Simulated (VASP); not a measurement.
A run of VASP 6.6.1 is set up as follows.

INCAR

```
ALGO = Normal
EDIFF = 1E-6
ENCUT = 520
ISIF = 2
ISMEAR = 0
ISPIN = 2
LASPH = True
LCHARG = True
LDAU = True
LDAUJ = 0 0
LDAUL = 2 -1
LDAUPRINT = 1
LDAUTYPE = 2
LDAUU = 6 0
LELF = True
LMAXMIX = 4
LMIXTAU = True
LORBIT = 11
LREAL = False
LVHAR = True
LWAVE = False
MAGMOM = 0 0
METAGGA = R2SCAN
NELM = 150
PREC = Accurate
SIGMA = 0.05
```

KPOINTS

```
k-points
0
Gamma
  7 7 7
```

The input POSCAR:

```
MnO
1.0
    0.0000000000      2.2220003300      2.2220003300
    2.2220003300      0.0000000000      2.2220003300
    2.2220003300      2.2220003300      0.0000000000
Mn O
1 1
Direct
    0.0000000000      0.0000000000      0.0000000000
    0.5000000000      0.5000000000      0.5000000000
```

Potentials or basis: VASP PAW PBE potentials, release 64 (Mn_pv, O).

Run with:

```console
$ cat potpaw_PBE.64/Mn_pv/POTCAR potpaw_PBE.64/O/POTCAR > POTCAR
$ mpirun -np 1 vasp_std > vasp.out
```

(1) What does it give for the net moment?

(2) What does it give for the pressure?

(3) Predict the site moments.

Results:

(1) 1.00 μB per cell.

(2) -27.0 GPa.

(3) Mn +1.00; O +0.03 μB.

Caveat: the PAW data sets were made with another functional, which shifts forces and pressure a little; a cell with one magnetic atom can't hold antiferromagnetic order, which such compounds often take.
